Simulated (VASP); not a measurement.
Input of a VASP 6.6.1 run:

INCAR

```
ALGO = Normal
EDIFF = 1E-6
EDIFFG = -0.02
ENCUT = 600
GGA = PS
IBRION = 2
ISIF = 3
ISMEAR = -1
LASPH = True
LCHARG = False
LREAL = False
LWAVE = False
NELM = 80
NSW = 40
PREC = Accurate
PSTRESS = 300
SIGMA = 0.05
```

The input KPOINTS:

```
k-points
0
Gamma
  9 9 5
```

Contents of POSCAR:

```
Zr
1.0
    3.2319982200      0.0000000000      0.0000000000
   -1.6159991100      2.7989925700      0.0000000000
    0.0000000000      0.0000000000      5.1470000000
Zr
2
Direct
    0.3346542400      0.6741300100      0.2538998500
    0.6653457600      0.3258699900      0.7461001500
```

Potentials or basis: VASP PAW PBE potentials, release 64 (Zr_sv).

Launch:

```bash
$ cat potpaw_PBE.64/Zr_sv/POTCAR > POTCAR
$ mpirun -np 1 vasp_std > vasp.out
```

(1) Estimate the band gap on the k mesh.

(2) Predict the relaxed volume.

(3) Predict the space group after relaxing (to 0.05 Å).

(4) Predict the relaxed cell.

Answers

(1) none (metal or under the smearing width).

(2) 17.80 Å³/atom.

(3) P2_1/m (No. 11).

(4) a = 2.828 Å, b = 2.946 Å, c = 4.861 Å, α = 90.03°, β = 89.96°, γ = 118.45°.

Caveat: the cell is relaxed towards a set pressure, so the enthalpy falls and the energy may rise; the volume moved by over 15 % at a fixed basis, so the end points are rough; the PAW data sets were made with another functional, which shifts forces and pressure a little.
